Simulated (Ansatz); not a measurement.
Runs of Ansatz 0.2.0 on Sr. Symmetry: Fm-3m, No. 225, cubic system. The conventional cell has a = 6.085 Å, b = 6.085 Å, c = 6.085 Å, α = 90.00°, β = 90.00°, γ = 90.00°. Sr (site symmetry m-3m) has 12 Sr at 4.30 Å as nearest neighbours. 

| task | level | potentials or basis | spin | cell | k mesh | cutoff (eV) | smearing | other keys | gap on the mesh (eV) | pressure (GPa) |
| --- | --- | --- | --- | --- | --- | --- | --- | --- | --- | --- |
| projected density of states | LDA | Ansatz PAW | SOC, no magnetisation | as given | 8 × 8 × 8 | 420 | tetrahedron | - | none | (a) |
| electrostatic potential | HSE03 | Ansatz PAW earlier set | off | as given | 6 × 6 × 6 | 400 | fermi-dirac 0.025 eV | scf.lower_state_search = light | none | 0.0 |
| single point | r2SCAN+rVV10 | Ansatz PAW | SOC, no magnetisation | as given | 8 × 8 × 8 | 500 | methfessel-paxton 0.1 eV | - | none | -0.2 |
| single point | PBE0+D3(BJ) | Ansatz PAW earlier set | off | volume scaled by 1.04 | 5 × 5 × 5 | 400 | fermi-dirac 0.05 eV | - | (b) | -1.1 |

Task: Fill in the values left out.

Result: (a) -1.7; (b) 0.72.

Caveats: the PAW data sets come from PBE, with cores solved anew for the run's functional, which leaves a small shift of forces and pressure; the thresholds are loose for stress (some runs); with tetrahedron occupations forces and stress needn't match the slope of the energy (some runs); pairwise dispersion overbinds metals, which lowers pressure and volume (some runs); odd divisions of the mesh miss points on the zone boundary, where band edges often lie, so the gap on the mesh can be too wide (some runs).

A k mesh can miss the band edges, and rows without SOC leave out spin-orbit coupling on Sr.

A gap of «none» marks a metal or a gap under the smearing width.
